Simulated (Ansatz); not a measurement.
Ansatz input

```yaml
crystal:
  lattice:
    - [0.0, 7.530520044, 12.8273141054]
    - [6.1689805726, 0.0, 12.8273141054]
    - [6.1689805726, 7.530520044, 0.0]
  atoms:
    - { symbol: S, position: [0.3676640198, 0.4676018967, 0.497978729] }
    - { symbol: S, position: [0.6667553545, 0.497978729, 0.4676018967] }
    - { symbol: S, position: [0.497978729, 0.6667553545, 0.3676640198] }
    - { symbol: S, position: [0.4676018967, 0.3676640198, 0.6667553545] }
    - { symbol: S, position: [0.5832446455, 0.752021271, 0.7823981033] }
    - { symbol: S, position: [0.752021271, 0.5832446455, 0.8823359802] }
    - { symbol: S, position: [0.7823981033, 0.8823359802, 0.5832446455] }
    - { symbol: S, position: [0.8823359802, 0.7823981033, 0.752021271] }
    - { symbol: S, position: [0.2472472019, 0.3448634024, 0.4866263598] }
    - { symbol: S, position: [0.9212630359, 0.4866263598, 0.3448634024] }
    - { symbol: S, position: [0.4866263598, 0.9212630359, 0.2472472019] }
    - { symbol: S, position: [0.3448634024, 0.2472472019, 0.9212630359] }
    - { symbol: S, position: [0.3287369641, 0.7633736402, 0.9051365976] }
    - { symbol: S, position: [0.7633736402, 0.3287369641, 0.0027527981] }
    - { symbol: S, position: [0.9051365976, 0.0027527981, 0.3287369641] }
    - { symbol: S, position: [0.0027527981, 0.9051365976, 0.7633736402] }
    - { symbol: S, position: [0.4205777674, 0.3138835469, 0.3964734671] }
    - { symbol: S, position: [0.8690652187, 0.3964734671, 0.3138835469] }
    - { symbol: S, position: [0.3964734671, 0.8690652187, 0.4205777674] }
    - { symbol: S, position: [0.3138835469, 0.4205777674, 0.8690652187] }
    - { symbol: S, position: [0.3809347813, 0.8535265329, 0.9361164531] }
    - { symbol: S, position: [0.8535265329, 0.3809347813, 0.8294222326] }
    - { symbol: S, position: [0.9361164531, 0.8294222326, 0.3809347813] }
    - { symbol: S, position: [0.8294222326, 0.9361164531, 0.8535265329] }
    - { symbol: S, position: [0.8583532518, 0.650736064, 0.1941270804] }
    - { symbol: S, position: [0.650736064, 0.8583532518, 0.2967836038] }
    - { symbol: S, position: [0.1941270804, 0.2967836038, 0.8583532518] }
    - { symbol: S, position: [0.2967836038, 0.1941270804, 0.650736064] }
    - { symbol: S, position: [0.599263936, 0.3916467482, 0.9532163962] }
    - { symbol: S, position: [0.0558729196, 0.9532163962, 0.3916467482] }
    - { symbol: S, position: [0.9532163962, 0.0558729196, 0.599263936] }
    - { symbol: S, position: [0.3916467482, 0.599263936, 0.0558729196] }
hamiltonian:
  xc: pbe
  pseudopotentials:
    kind: paw_fr
    azcp:
      S: "pseudopotentials/S.paw.azcp"
basis:
  ecutwfc: 420
  fft_grid_basis: typed
kpoints:
  mp_grid: { grid: [2, 2, 2], shift: [0, 0, 0] }
magnetization:
  noncollinear: true
  spin_orbit: true
scf:
  occupations: { method: fermi_dirac, width: 0.05 }
output:
  write_density: true
  write_potential: true
  elf: true
  volumetric_format: npy
```

Output

```
Engine: ansatz 0.2.0, x86_64-unknown-linux-gnu
Pseudopotentials: kind: paw_fr
Pseudopotential: S, paw_fr, valence charge 6, recommended cutoff 420 eV (normal) 
Functional definition: PBE
  parameter kappa = 0.804
  parameter beta = 0.06672455060314922
  exchange = pbe_x(kappa = kappa, mu = beta*pi^2/3)
  correlation = pbe_c(beta = beta)
non-collinear run that drives no moment, with spin-orbit: no starting moment large enough to seed its density (crystal.atoms[].spin), no starting occupations that ask for one, no magnetisation constraint and no magnetic field, so the semilocal B_xc is pinned to zero
Crystal: 32 atoms, lattice volume = 1191.802 Å³
Basis set: ecut = 420 eV, 23299 PW (Γ)
Bands: 256, of which v1, the nominal top of the filled ones, is band 192 counted from 1 (191 counted from 0)
Symmetry: 8 space group operations + 8 with time reversal
Magnetic group: BNS 70.528 (UNI 626), of the structure as read, at distance tolerance 1.1e-4 Å
k-points: 5 of 8
Projection manifold: j_resolved (fully-relativistic pseudo-atomic orbitals)
Non-local potential: S, projectors of the file, l = 0: 2, l = 1: 4, l = 2: 4
PAW form: soft (Blöchl's): semilocal exchange-correlation on the pseudo side does not see the compensation charge
PAW one-centre angular grid: S, 110 points (default); XC on 64 Gauss nodes
Initial density: superposition of atomic densities (chi_scale 0.1, normalization cell)
Initial wavefunctions: pseudopotential atomic-orbital guess
Functional: x = pbe(κ = 0.804, μ = 0.2195149727645171), c = pbe(β = 0.06672455060314922)
SCF iter   1: F=—  HF=-28867.447210 eV  |F-HF|=—  |Δ(HF+E_count)|=         —  Δρ=3.09e-2  dr2=6.14e0  dr2_m=0.00e0 (ungated)  ethr=3.10e-3  |M|=0.00e0 ∫|m|=0.00e0 μB  |m|>n=0.0e0 m-floor=0.0e0 τ_xc=0.0e0  β_m=0.30  ⟨swp⟩=8.6  Hψ=3439  notcnv=0
spin=Noncollinear: Resta preconditioning applied to the charge; magnetization (m_x, m_y, m_z) channels mix plain (no charge-response kernel on spin).
SCF iter   2: F=—  HF=-28866.737252 eV  |F-HF|=—  |Δ(HF+E_count)|=   7.10e-1  Δρ=2.19e-2  dr2=3.15e0  dr2_m=0.00e0 (ungated)  ethr=3.10e-3  |M|=0.00e0 ∫|m|=0.00e0 μB  |m|>n=0.0e0 m-floor=0.0e0 τ_xc=0.0e0  β_m=0.65  ⟨swp⟩=1.0  Hψ=740  notcnv=0
SCF iter   3: F=—  HF=-28866.079882 eV  |F-HF|=—  |Δ(HF+E_count)|=   6.57e-1  Δρ=1.27e-3  dr2=1.86e-2  dr2_m=0.00e0 (ungated)  ethr=1.64e-3  |M|=0.00e0 ∫|m|=0.00e0 μB  |m|>n=0.0e0 m-floor=0.0e0 τ_xc=0.0e0  β_m=0.74  ⟨swp⟩=3.0  Hψ=897  notcnv=0
SCF iter   4: F=—  HF=-28866.094108 eV  |F-HF|=—  |Δ(HF+E_count)|=   1.42e-2  Δρ=4.42e-4  dr2=3.23e-3  dr2_m=0.00e0 (ungated)  ethr=9.68e-6  |M|=0.00e0 ∫|m|=0.00e0 μB  |m|>n=0.0e0 m-floor=0.0e0 τ_xc=0.0e0  β_m=0.87  ⟨swp⟩=2.0  Hψ=893  notcnv=0  defer=240
SCF iter   5: F=—  HF=-28866.097630 eV  |F-HF|=—  |Δ(HF+E_count)|=   3.52e-3  Δρ=9.81e-5  dr2=2.13e-4  dr2_m=0.00e0 (ungated)  ethr=1.68e-6  |M|=0.00e0 ∫|m|=0.00e0 μB  |m|>n=0.0e0 m-floor=0.0e0 τ_xc=0.0e0  β_m=0.91  ⟨swp⟩=2.0  Hψ=812  notcnv=0  defer=240
SCF iter   6: F=—  HF=-28866.097816 eV  |F-HF|=—  |Δ(HF+E_count)|=   1.85e-4  Δρ=4.37e-5  dr2=5.90e-5  dr2_m=0.00e0 (ungated)  ethr=1.11e-7  |M|=0.00e0 ∫|m|=0.00e0 μB  |m|>n=0.0e0 m-floor=0.0e0 τ_xc=0.0e0  β_m=0.86  ⟨swp⟩=2.0  Hψ=858  notcnv=0  defer=240
...
  k-point 4: bands = ["-15.9071", "-15.9071", "-15.9071", "-15.9071", "-15.8864", "-15.8864", "-15.8864", "-15.8864", "-15.1145", "-15.1145", "-15.1145", "-15.1145", "-15.1080", "-15.1080", "-15.1080", "-15.1080", "-15.1057", "-15.1057", "-15.1057", "-15.1057", "-15.1010", "-15.1010", "-15.1010", "-15.1010", "-13.0298", "-13.0298", "-13.0298", "-13.0298", "-13.0277", "-13.0277", "-13.0277", "-13.0277", "-13.0240", "-13.0240", "-13.0240", "-13.0240", "-13.0181", "-13.0181", "-13.0181", "-13.0181", "-10.1976", "-10.1976", "-10.1976", "-10.1976", "-10.1871", "-10.1871", "-10.1871", "-10.1871", "-10.1806", "-10.1806", "-10.1806", "-10.1806", "-10.1756", "-10.1756", "-10.1756", "-10.1756", "-8.2930", "-8.2930", "-8.2930", "-8.2930", "-8.1721", "-8.1721", "-8.1721", "-8.1721", "-5.8560", "-5.8560", "-5.8560", "-5.8560", "-5.8436", "-5.8436", "-5.8436", "-5.8436", "-5.2088", "-5.2088", "-5.2088", "-5.2088", "-5.1352", "-5.1352", "-5.1352", "-5.1352", "-5.0942", "-5.0942", "-5.0942", "-5.0942", "-5.0353", "-5.0353", "-5.0353", "-5.0353", "-4.3261", "-4.3261", "-4.3261", "-4.3261", "-4.2522", "-4.2522", "-4.2522", "-4.2522", "-3.6267", "-3.6267", "-3.6267", "-3.6267", "-3.6079", "-3.6079", "-3.6079", "-3.6079", "-3.5437", "-3.5437", "-3.5437", "-3.5437", "-3.4965", "-3.4965", "-3.4965", "-3.4965", "-3.4382", "-3.4382", "-3.4382", "-3.4382", "-3.4091", "-3.4091", "-3.4091", "-3.4091", "-3.3354", "-3.3354", "-3.3354", "-3.3354", "-3.3297", "-3.3297", "-3.3297", "-3.3297", "-2.5630", "-2.5630", "-2.5630", "-2.5630", "-2.3561", "-2.3561", "-2.3561", "-2.3561", "-1.0997", "-1.0997", "-1.0997", "-1.0997", "-1.0872", "-1.0872", "-1.0872", "-1.0872", "-1.0312", "-1.0312", "-1.0312", "-1.0312", "-1.0188", "-1.0188", "-1.0188", "-1.0188", "-0.9264", "-0.9264", "-0.9264", "-0.9264", "-0.8697", "-0.8697", "-0.8697", "-0.8697", "-0.8591", "-0.8591", "-0.8591", "-0.8591", "-0.8139", "-0.8139", "-0.8139", "-0.8139", "-0.7393", "-0.7393", "-0.7393", "-0.7393", "-0.6701", "-0.6701", "-0.6701", "-0.6701", "-0.6377", "-0.6377", "-0.6377", "-0.6377", "-0.5951", "-0.5951", "-0.5951", "-0.5951", "-0.5682", "-0.5682", "-0.5682", "-0.5682", "-0.1680", "-0.1680", "-0.1680", "-0.1680", "2.6691", "2.6691", "2.6691", "2.6691", "2.6905", "2.6905", "2.6905", "2.6905", "2.7474", "2.7474", "2.7474", "2.7474", "2.8466", "2.8466", "2.8466", "2.8466", "3.1076", "3.1076", "3.1076", "3.1076", "3.2130", "3.2130", "3.2130", "3.2130", "3.7556", "3.7556", "3.7556", "3.7556", "3.9074", "3.9074", "3.9074", "3.9074", "3.9599", "3.9599", "3.9599", "3.9599", "3.9663", "3.9663", "3.9663", "3.9663", "4.0179", "4.0179", "4.0179", "4.0179", "4.1689", "4.1689", "4.1689", "4.1689", "4.2126", "4.2126", "4.2126", "4.2126", "4.2700", "4.2700", "4.2700", "4.2700", "4.2786", "4.2786", "4.2786", "4.2786", "4.5973", "4.5973", "4.5973", "4.5973"]
```

Launched by

```sh
ansatz run input.yaml --threads 10 --pin off --max-ram 40960MiB --backend cpu --events-out ev --progress --plain --runs-dir out
```

On 10 threads of Intel(R) Xeon(R) Platinum 8259CL CPU @ 2.50GHz (Skylake/Cascade Lake) (shared host) this took about 170 s of wall time and 1400 s of CPU time.
